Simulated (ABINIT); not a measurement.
CeO2, 3 atoms in the cell. Symmetry: Fm-3m, No. 225, cubic system. The conventional cell has a = 5.407 Å, b = 5.407 Å, c = 5.407 Å, α = 90.00°, β = 90.00°, γ = 90.00°. Ce (site symmetry m-3m) has 8 O at 2.34 Å as nearest neighbours. O (site symmetry -43m) has 4 Ce at 2.34 Å as nearest neighbours. 

| Item | Value |
| --- | --- |
| Program | ABINIT 10.8.3 (patched build) |
| Task | relaxation of cell and atoms |
| Functional | PBEsol |
| Potentials or basis | JTH PAW PBE v2.0 |
| Cutoff | 626 eV |
| k mesh | 7 × 7 × 7 |
| Occupations | fermi-dirac, width 0.05 eV |
| Spin | collinear spin, ferromagnetic start |
| Starting moments | [1.0, 0.0, 0.0] μB |
| Cell freedom (optcell) | 2 |
| Optimiser (ionmov) | 2 |
| Cutoff smearing ecutsm (Ha) | 0.5 |
| Force stop (Ha/bohr) | 2e-05 |
| Fine-grid cutoff | 1224.51 eV |

Potentials or basis: JTH PAW PBE v2.0.

Command:

```console
$ abinit run.abi > log 2>&1
```

Hardware: 1 thread of Intel(R) Xeon(R) Platinum 8488C (Sapphire Rapids), with other jobs on the host.

Task: How long does it take, and how much memory?

Result: It took 10 min on 1 thread of Intel(R) Xeon(R) Platinum 8488C (Sapphire Rapids), with other jobs on the host, peak memory 0.22 GiB. Counts: scf iterations 124, mpi ranks 1, k points 20, bands 20, plane waves 1796, ion steps 4.
